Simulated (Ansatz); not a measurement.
# TaN: which structure wins at one pressure

Which of rocksalt, CsCl, WC, NiAs, zincblende has the lowest enthalpy for TaN at one common pressure? Methods of the runs shown: LAPW. Companion runs by PAW are cited.

Computed with Ansatz 0.2.0 (DFT, PBE, all-electron LAPW, scalar-relativistic, unless a step's input says otherwise).

## (1) The starting structure

Symmetry: Fm-3m, No. 225, cubic system. Conventional cell: a = 4.202 Å, b = 4.202 Å, c = 4.202 Å, α = 90.00°, β = 90.00°, γ = 90.00°. Around Ta (site symmetry m-3m) lie 6 N at 2.10 Å. N (site symmetry m-3m) has 6 Ta at 2.10 Å as nearest neighbours.

As a file:

```
CELL_PARAMETERS angstrom
0.00000 2.10076 2.10076
2.10076 0.00000 2.10076
2.10076 2.10076 0.00000
ATOMIC_POSITIONS crystal
Ta 0.00000 0.00000 0.00000
N 0.50000 0.50000 0.50000
```

Atoms are numbered in the order of the input: Ta1, N2.

## (2) Rocksalt relaxed under pressure, LAPW

Input file input.yaml:

```yaml
crystal:
  lattice:
    - [0.0, 2.1007558465, 2.1007558465]
    - [2.1007558465, 0.0, 2.1007558465]
    - [2.1007558465, 2.1007558465, 0.0]
  atoms:
    - { symbol: Ta, position: [0.0, 0.0, 0.0] }
    - { symbol: "N", position: [0.5, 0.5, 0.5] }
kpoints:
  mp_grid: { grid: [16, 16, 16] }
scf:
  occupations: { method: fermi_dirac, width: 0.08 }
hamiltonian:
  xc: pbe
  pseudopotentials: { kind: all_electron, lapw: { basis_error: 0.0005 } }
output:
  forces: true
  stress: true
  eigenvalues: true
relax:
  f_tol: 0.005
  max_steps: 12
  cell: { p_target: 69.0, stress_tol: 0.035 }
```

Launch:

```console
ansatz run input.yaml --threads 1 --pin off --max-ram 3584MiB --backend cpu --events-out ev --progress --plain --runs-dir out
```

Further steps of the session: CsCl relaxed under pressure, LAPW; WC relaxed under pressure, LAPW; NiAs at the cell that PAW relaxed, LAPW; Zincblende relaxed under pressure, LAPW.

Before running it: what results should come out? Wanted: pressure; lowest (for each run or level that gives them).

**Answer**, as computed:

```
     quantity                          value
     pressure                         69 GPa
lowest (LAPW)  WC, 196.1 meV/atom under NiAs
 lowest (PAW)  WC, 197.6 meV/atom under NiAs
```

What this shows: By LAPW the order is WC < NiAs < rocksalt < CsCl < zincblende. By PAW the order is WC < NiAs < rocksalt < CsCl < zincblende. The methods agree on the lowest phase. Only these structures were tried, with electrons smeared by 0.08 eV and without vibrations, so the true ground state may be another. The k meshes differ between phases and weren't tested, which can move differences by some meV. Spin-orbit coupling is left out, though the cell holds Ta; in elements this heavy it can shift bands and gaps by tenths of an eV.
